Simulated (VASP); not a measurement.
A run of VASP 6.6.1:

The input INCAR:

```
PREC     = Accurate       # precision mode
ENCUT    = 520            # plane-wave cutoff, eV
EDIFF    = 1E-6           # SCF threshold, eV
ISMEAR   = 1              # smearing method
SIGMA    = 0.1            # smearing width, eV
LREAL    = False          # projectors in reciprocal space
LASPH    = True           # aspherical terms in the spheres
NELM     = 80             # most SCF steps
ALGO     = Normal         # electronic algorithm
ISIF     = 2              # what is computed and relaxed
LWAVE    = False          # write WAVECAR
LCHARG   = True           # write CHGCAR
GGA      = PS             # functional
LVHAR    = True
```

KPOINTS

```
regular mesh
0
Gamma
  18 18 10
```

Contents of POSCAR:

```
Re                                      
1.0
    2.7504393628     -0.0000000000     -0.0000000000
   -1.3752196814      2.3819503554     -0.0000000000
   -0.0000000000      0.0000000000      4.4442078896
  Re            
     2
Direct
     0.3333333300000021    0.6666666699999979    0.2500000000000000
     0.6666666699999979    0.3333333300000021    0.7500000000000000
```

Potentials or basis: VASP PAW PBE potentials, release 64 (Re).

Run with:

```sh
$ cat potpaw_PBE.64/Re/POTCAR > POTCAR
$ mpirun -np 1 vasp_std > vasp.out
```

Hardware: 1 thread of Intel(R) Xeon(R) Platinum 8488C (Sapphire Rapids) (shared host).

Estimate the wall time of this run.

Run time: 35 s on 1 thread of Intel(R) Xeon(R) Platinum 8488C (Sapphire Rapids), with other jobs on the host, peak memory 0.19 GiB. Counts: scf iterations 11, k points 222.
